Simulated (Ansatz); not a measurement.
# TaN (Fm-3m) in Ansatz: further runs

Aim: see how the results for TaN move with the level of theory and the settings. Levels: PBE+D4, PBEsol+D3(BJ), PBEsol+D4. Tasks: relaxation of cell and atoms.

Program: Ansatz 0.2.0. These are calculated values, not measurements. Logs are shortened: lines on timing, memory, paths and dates and some standing lists are left out, and cuts for length are marked.

## (1) The crystal as given

It takes space group Fm-3m (No. 225, cubic). The conventional cell has a = 4.423 Å, b = 4.423 Å, c = 4.423 Å, α = 90.00°, β = 90.00°, γ = 90.00°. Around Ta (site symmetry m-3m) lie 6 N at 2.21 Å. N (site symmetry m-3m) is surrounded by 6 Ta at 2.21 Å.

The cell comes from a database or a generator and needn't be the stable form of this composition.

## (2) Relaxation of cell and atoms, PBE+D4

input.yaml

```yaml
crystal:
  lattice:
    - [0.0, 2.211323, 2.211323]
    - [2.211323, 0.0, 2.211323]
    - [2.211323, 2.211323, 0.0]
  atoms:
    - { symbol: Ta, position: [0.5, 0.5, 0.5] }
    - { symbol: "N", position: [0.0, 0.0, 0.0] }
hamiltonian:
  xc: pbe
  pseudopotentials: { kind: paw }
  dispersion: d4
kpoints:
  mp_grid: { grid: [10, 10, 10] }
scf:
  occupations: { method: fermi_dirac, width: 0.05 }
output:
  forces: true
  stress: true
  write_density: true
  write_potential: true
  elf: true
  volumetric_format: npy
relax:
  f_tol: 0.01
  max_steps: 40
  cell: { stress_tol: 0.05 }
```

Potentials or basis: Ansatz PAW.

On the command line:

```
$ ansatz run input.yaml --threads 2 --pin off --max-ram 5632MiB --backend cpu --events-out ev --progress --plain --runs-dir out
```

Output:

```text
Warning: RAYON_NUM_THREADS=2 ignored (pool sized by the plan → 2); use --threads N
Engine: ansatz 0.2.0, aarch64-unknown-linux-gnu
Pseudopotentials: kind: paw
Pseudopotential: Ta, paw, valence charge 13, recommended cutoff 420 eV (normal), Ta.paw.azcp
Pseudopotential: N, paw, valence charge 5, recommended cutoff 420 eV (normal), N.paw.azcp
Functional definition: PBE
  parameter kappa = 0.804
  parameter beta = 0.06672455060314922
  exchange = pbe_x(kappa = kappa, mu = beta*pi^2/3)
  correlation = pbe_c(beta = beta)
Crystal: 2 atoms, lattice volume = 21.627 Å³
Basis set: ecut = 420 eV, 411 PW (Γ), exchange–correlation on 48×48×48 points (8 copies of the dense FFT grid, shifted against one another)
Bands: 13, of which v1, the nominal top of the filled ones, is band 9 counted from 1 (8 counted from 0)
Symmetry: 48 space group operations
Space group: Fm-3m (ITA 225), of the structure as read, at distance tolerance 2.8e-5 Å
k-points: 47 of 1000
Non-local potential: Ta, projectors of the file, l = 0: 3, l = 1: 2, l = 2: 2, l = 3: 1
Non-local potential: N, projectors of the file, l = 0: 2, l = 1: 2, l = 2: 1
PAW form: soft (Blöchl's): semilocal exchange-correlation on the pseudo side does not see the compensation charge
PAW one-centre angular grid: Ta, 590 points (default); XC on 64 Gauss nodes
PAW one-centre angular grid: N, 110 points (default); XC on 64 Gauss nodes
Initial density: superposition of atomic densities (neutral atoms: chi_scale 0, normalization atom), corrected by the library's trained network
Initial wavefunctions: pseudopotential atomic-orbital guess
Functional: x = pbe(κ = 0.804, μ = 0.2195149727645171), c = pbe(β = 0.06672455060314922)
SCF iter   1: F=—  HF=-10318.559127 eV  |F-HF|=—  |Δ(HF+E_count)|=         —  Δρ=1.54e-3  dr2=1.68e-4  ethr=1.77e-3  ⟨swp⟩=6.0  Hψ=7280  notcnv=0  defer=5
automatic band count: the SCF goes on with 17 bands, as 13 were too few: the levels above may hold too much charge
preconditioner: auto → none  [insulator: Δε(μ)=0.134 eV  Ē_g=15.348 eV  σ=0.050 eV  W_gap=0.55  n_scr=8 (ndim 8)  ℏωp=25.3 eV  f_vac=0.000  D(μ)=0.70/eV (n_scr^D=0)  ε∞_Penn≈3.7]
SCF iter   2: F=—  HF=-10318.558791 eV  |F-HF|=—  |Δ(HF+E_count)|=   3.36e-4  Δρ=8.74e-4  dr2=5.66e-5  ethr=9.34e-7  ⟨swp⟩=2.4  Hψ=1598  notcnv=0  defer=10
SCF iter   3: F=—  HF=-10318.558893 eV  |F-HF|=—  |Δ(HF+E_count)|=   1.02e-4  Δρ=1.33e-4  dr2=1.77e-6  ethr=3.14e-7  ⟨swp⟩=2.1  Hψ=925  notcnv=0  defer=10
SCF iter   4: F=—  HF=-10318.558894 eV  |F-HF|=—  |Δ(HF+E_count)|=   2.38e-7  Δρ=4.71e-5  dr2=2.05e-7  ethr=9.82e-9  ⟨swp⟩=2.2  Hψ=1070  notcnv=0  defer=10
iter 5 did not close the SCF: its close was put off for the readings that it lacked (scf_convergence_deferred on its scf_iter line)
SCF iter   5: F=-10318.558894 eV  HF=-10318.558894 eV  |F-HF|=1.39e-9  |Δ(HF+E_count)|=   4.09e-8  Δρ=9.33e-6  dr2=6.85e-9  ethr=1.14e-9  ⟨swp⟩=1.7  Hψ=859  notcnv=0  defer=10
SCF iter   6: F=-10318.558894 eV  HF=-10318.558894 eV  |F-HF|=7.28e-11  |Δ(HF+E_count)|=   1.25e-9  Δρ=5.89e-7  dr2=8.03e-11  ethr=3.81e-11  ⟨swp⟩=5.0  Hψ=3526  notcnv=0
SCF 1 converged in 6 iterations: F = -10318.558894 eV  dr2 = 8.03e-11
relax step   1: F+E_penalty+E_count = -10318.55889369 eV  Δ(F+E_penalty+E_count) = +0.000e0 eV  max|allowed force component| = 1.505e-29 eV/Å  Δτ_max = 0.0000 Å  P = -6.404 GPa  Ω = 21.627 Å³  (6 SCF iters, dr2 threshold 1.00e-7 eV, accepted)
Crystal: 2 atoms, lattice volume = 21.030 Å³
Bands: 17, of which v1, the nominal top of the filled ones, is band 9 counted from 1 (8 counted from 0)
Initial density: handed on by an earlier stage of this run
Initial wavefunctions: those handed on with the density
iter 1 solved again at ethr=2.59e-5 eV; its pass at ethr=3.10e-3 eV (dr2=4.66e-3 eV) is discarded
SCF iter   1: F=—  HF=-10318.568552 eV  |F-HF|=—  |Δ(HF+E_count)|=         —  Δρ=4.71e-3  dr2=4.61e-3  ethr=2.59e-5  ⟨swp⟩=2.0  Hψ=4482  notcnv=0
preconditioner: auto → none  [insulator: Δε(μ)=0.156 eV  Ē_g=15.721 eV  σ=0.050 eV  W_gap=0.59  n_scr=8 (ndim 8)  ℏωp=25.6 eV  f_vac=0.000  D(μ)=0.64/eV (n_scr^D=0)  ε∞_Penn≈3.7]
SCF iter   2: F=—  HF=-10318.567620 eV  |F-HF|=—  |Δ(HF+E_count)|=   9.32e-4  Δρ=1.83e-3  dr2=8.11e-4  ethr=2.56e-5  ⟨swp⟩=1.0  Hψ=799  notcnv=0
SCF iter   3: F=—  HF=-10318.567440 eV  |F-HF|=—  |Δ(HF+E_count)|=   1.80e-4  Δρ=2.23e-4  dr2=9.01e-6  ethr=4.51e-6  ⟨swp⟩=1.3  Hψ=846  notcnv=0
[... 57 lines left out ...]
iter 4 did not close the SCF: its close was put off for the readings that it lacked (scf_convergence_deferred on its scf_iter line)
SCF iter   4: F=-10318.567337 eV  HF=-10318.567337 eV  |F-HF|=1.46e-11  |Δ(HF+E_count)|=  4.47e-10  Δρ=3.90e-7  dr2=2.53e-11  ethr=9.84e-12  ⟨swp⟩=1.4  Hψ=854  notcnv=0
iter 5 did not close the SCF: its close was put off for the readings that it lacked (scf_convergence_deferred on its scf_iter line)
SCF iter   5: F=-10318.567337 eV  HF=-10318.567337 eV  |F-HF|=0.00e0  |Δ(HF+E_count)|=  5.46e-12  Δρ=7.78e-8  dr2=7.37e-13  ethr=1.00e-12  ⟨swp⟩=1.9  Hψ=893  notcnv=0
iter 6 did not close the SCF: its close was put off for the readings that it lacked (scf_convergence_deferred on its scf_iter line)
SCF iter   6: F=-10318.567337 eV  HF=-10318.567337 eV  |F-HF|=1.82e-12  |Δ(HF+E_count)|=  3.64e-12  Δρ=1.33e-8  dr2=3.54e-14  ethr=1.00e-12  ⟨swp⟩=1.0  Hψ=799  notcnv=0
SCF iter   7: F=-10318.567337 eV  HF=-10318.567337 eV  |F-HF|=0.00e0  |Δ(HF+E_count)|=  5.46e-12  Δρ=8.35e-10  dr2=7.82e-17  ethr=1.00e-12  ⟨swp⟩=3.0  Hψ=2397  notcnv=0
SCF 6 converged in 7 iterations: F = -10318.567337 eV  dr2 = 7.82e-17
relax step   6: F+E_penalty+E_count = -10318.56733734 eV  Δ(F+E_penalty+E_count) = -1.896e-5 eV  max|allowed force component| = 1.004e-29 eV/Å  Δτ_max = 0.0000 Å  P = -0.000 GPa  Ω = 21.207 Å³  energy of the carried Pulay correction = +1.742e-5 eV  (7 SCF iters, accepted)
iter 1 solved again at ethr=3.27e-8 eV; its pass at ethr=3.10e-3 eV (dr2=5.89e-6 eV) is discarded
SCF iter   1: F=—  HF=-10318.567340 eV  |F-HF|=—  |Δ(HF+E_count)|=         —  Δρ=2.77e-7  dr2=5.33e-12  ethr=3.27e-8  ⟨swp⟩=3.1  Hψ=6019  notcnv=0
eigensolver tolerance schedule: the retry pair's looser diagonalisation over-reported the residual by 1105660.85 of it (diagonalisation noise at an unbounded share of the residual, at the tolerance the schedule requests for it); recorded, not acted on — ethr = c·dr2/N_el stays at c = 1.0e-1
SCF iter   2: F=—  HF=-10318.567337 eV  |F-HF|=—  |Δ(HF+E_count)|=   2.78e-6  Δρ=1.36e-7  dr2=1.30e-12  ethr=1.00e-12  ⟨swp⟩=2.9  Hψ=1439  notcnv=0
iter 3 did not close the SCF: its close was put off for the readings that it lacked (scf_convergence_deferred on its scf_iter line)
SCF iter   3: F=-10318.567337 eV  HF=-10318.567337 eV  |F-HF|=0.00e0  |Δ(HF+E_count)|=    0.00e0  Δρ=9.04e-8  dr2=5.63e-13  ethr=1.00e-12  ⟨swp⟩=1.0  Hψ=799  notcnv=0
iter 4 did not close the SCF: its close was put off for the readings that it lacked (scf_convergence_deferred on its scf_iter line)
SCF iter   4: F=-10318.567337 eV  HF=-10318.567337 eV  |F-HF|=7.28e-12  |Δ(HF+E_count)|=  5.46e-12  Δρ=5.47e-8  dr2=2.08e-13  ethr=1.00e-12  ⟨swp⟩=1.0  Hψ=799  notcnv=0
iter 5 did not close the SCF: its close was put off for the readings that it lacked (scf_convergence_deferred on its scf_iter line)
SCF iter   5: F=-10318.567337 eV  HF=-10318.567337 eV  |F-HF|=3.64e-12  |Δ(HF+E_count)|=  1.82e-12  Δρ=4.59e-8  dr2=1.47e-13  ethr=1.00e-12  ⟨swp⟩=1.0  Hψ=799  notcnv=0
iter 6 did not close the SCF: its close was put off for the readings that it lacked (scf_convergence_deferred on its scf_iter line)
SCF iter   6: F=-10318.567337 eV  HF=-10318.567337 eV  |F-HF|=7.28e-12  |Δ(HF+E_count)|=  1.27e-11  Δρ=2.91e-8  dr2=5.80e-14  ethr=1.00e-12  ⟨swp⟩=1.0  Hψ=799  notcnv=0
SCF iter   7: F=-10318.567337 eV  HF=-10318.567337 eV  |F-HF|=1.82e-12  |Δ(HF+E_count)|=  1.09e-11  Δρ=1.19e-8  dr2=9.70e-15  ethr=1.00e-12  ⟨swp⟩=2.0  Hψ=2218  notcnv=0
SCF 7 converged in 7 iterations: F = -10318.567337 eV  dr2 = 9.70e-15
relax step   7: F+E_penalty+E_count = -10318.56733734 eV  Δ(F+E_penalty+E_count) = +1.819e-12 eV  max|allowed force component| = 8.809e-30 eV/Å  Δτ_max = 0.0000 Å  P = -0.001 GPa  Ω = 21.207 Å³  stress off target by 7.22e-4 GPa  SCF on the basis re-selected at this cell (its energy is not comparable with the rows above)  (7 SCF iters)
basis re-selected at this cell: Δ(F+E_penalty+E_count) = +1.819e-12 eV, ΔP = -0.000 GPa vs the last step (what re-selecting the basis moved, of the pressure what is left beyond the Pulay correction that the steps carried, after the strain that the cell walked since its last selection, with what the two solves' SCF thresholds leave and, on support functions, any second-order correction that the steps lacked; it is no measure of the basis error at this ecutwfc). This SCF's stress stands 7.22e-4 GPa from its target on what of the cell is left free (relax.cell.stress_tol is 5.00e-2 GPa) and its largest allowed force component is 8.81e-30 eV/Å (relax.f_tol is 1.00e-2 eV/Å): within both
SCF converged after 7 iterations
Free energy (F): -10318.567337 eV
Harris-Foulkes:  -10318.567337 eV  (|F-HF|=1.82e-12)
Internal energy: -10318.561692 eV  (E = F + TS)
E sigma→0 (E₀):  -10318.564515 eV
Entropy (-TS):   -0.005645 eV (-2.822 meV/atom)
Fermi energy:    21.796894 eV
--- Per-component energies (eV) ---
  E_band       = -43.194851
  E_kinetic    = 501.563697
  E_local      = -581.278920  (includes V_loc(G=0)·N_el)
  E_nonlocal   = 60.043892
  E_hartree    = 196.086818
  E_xc         = -280.313166
  E_vxc        = -282.898430  (∫ρ·V_xc dr)
  E_paw        = -8524.401711  (= ΣΔE_a)
  E_vpaw       = -132.798982  (= ΣTr[D̂ρ^β])
  E_aug_tail   = 0.000254  (compensation charges beyond the density's cutoff)
  E_ewald      = -1689.622872
  E_disp       = -0.639684  (pairwise vdW)
  E_smearing   = -0.005645  (= −TS)
  E_closure    = 0.000000  (closes the sum)
  Σ components = -10318.567337   (vs F -10318.567337, Δ=0.00e0)
--- Forces (eV/Å), atoms counted from 1 ---
  atom   1  Ta     0.00000000    -0.00000000    -0.00000000
  atom   2  N     -0.00000000     0.00000000     0.00000000
  max |Σ_I F_I| component: 1.50e-29 eV/Å
--- Stress (GPa, compression-positive) ---
       -0.000722      -0.000000      -0.000000
       -0.000000      -0.000722      -0.000000
       -0.000000      -0.000000      -0.000722
  P = ⅓ Tr σ = -0.0007 GPa (-0.007 kbar)
--- Band table (eV; the first three rows and the last of 47) ---
  k-point 0: bands = ["-47.7050", "-13.9518", "-13.9518", "-13.9518", "2.9088", "17.9436", "17.9436", "17.9436", "19.6606", "19.6606", "19.6606", "21.8471", "21.8471", "23.2971", "30.9418", "45.8827", "45.8827"]
  k-point 1: bands = ["-47.6995", "-14.0405", "-13.9598", "-13.9598", "3.1473", "16.8374", "17.1965", "17.1965", "20.0206", "20.0206", "20.0911", "22.7650", "22.7650", "23.9982", "31.6693", "43.0167", "44.2210"]
  k-point 2: bands = ["-47.6852", "-14.2659", "-13.9807", "-13.9807", "3.7984", "15.0023", "15.9999", "15.9999", "20.6390", "20.8379", "20.8379", "24.6573", "24.6573", "25.4573", "33.3677", "39.7836", "41.0563"]
  k-point 46: bands = ["-47.6288", "-14.5345", "-14.3964", "-14.2623", "4.7399", "14.5284", "14.9559", "15.0663", "20.4553", "22.6981", "25.3515", "25.6516", "26.4963", "31.1916", "32.7155", "34.7276", "37.2356"]
--- Relaxed structure (5 steps of the walk, 5 accepted, 2 SCFs on fresh bases) ---
  F+E_penalty+E_count = -10318.56733734 eV   max|allowed force component| = 8.809e-30 eV/Å   (the final SCF, on the basis selected at the relaxed cell)
  cell:  # Å, volume = 21.2068 Å³
    - [-5.091394153095151e-34, 2.196922954952323, 2.196922954952323]
    - [2.196922954952323, -8.912917418566323e-34, 2.196922954952323]
    - [2.196922954952323, 2.196922954952323, -5.859677837829929e-34]
  atoms:
    - { symbol: Ta, position: [0.5, 0.5, 0.5] }
    - { symbol: N, position: [-1.9278622702494615e-36, 4.195935529334937e-36, 4.422742855243216e-36] }
```

Run time: 6.2 s. Hardware: 2 threads of Arm Neoverse V1, shared host; peak memory 0.3 GiB.

Results:

- Free energy: -10318.5673 eV
- Relaxed volume: 10.60 Å³/atom
- Relaxed cell: a = 3.107 Å, b = 3.107 Å, c = 3.107 Å, α = 60.00°, β = 60.00°, γ = 60.00°
- Space group after relaxing (to 0.05 Å): Fm-3m (No. 225)
- Energy gained by relaxing: 4.2 meV/atom
- Ionic steps: 7
- Pressure after relaxing: 0.0 GPa
- Band gap on the k mesh: none (metal or under the smearing width)

The path:
```csv
step,energy change (eV),largest force (eV/Å),volume (Å³)
1,0.0000,0.0000,21.63
2,-0.0085,0.0000,21.03
3,-0.0097,0.0000,21.22
4,-0.0097,0.0000,21.21
5,-0.0084,0.0000,21.21
6,-0.0084,0.0000,21.21
7,-0.0084,0.0000,21.21
```

Final structure:
```
Ta N
1.0
     0.00000    2.19692    2.19692
     2.19692    0.00000    2.19692
     2.19692    2.19692    0.00000
Ta N
1 1
Direct
  0.50000 0.50000 0.50000
  0.00000 0.00000 0.00000
```

Caveat: the plane-wave basis is chosen anew once the cell has moved, so the energies of steps on either side of that aren't comparable; the pressure holds a Pulay correction of +0.5 GPa for the finite cutoff; pairwise dispersion overbinds metals, which lowers pressure and volume. Spin-orbit coupling is left out, which matters for the levels of Ta.

[end of part 1 of 3]
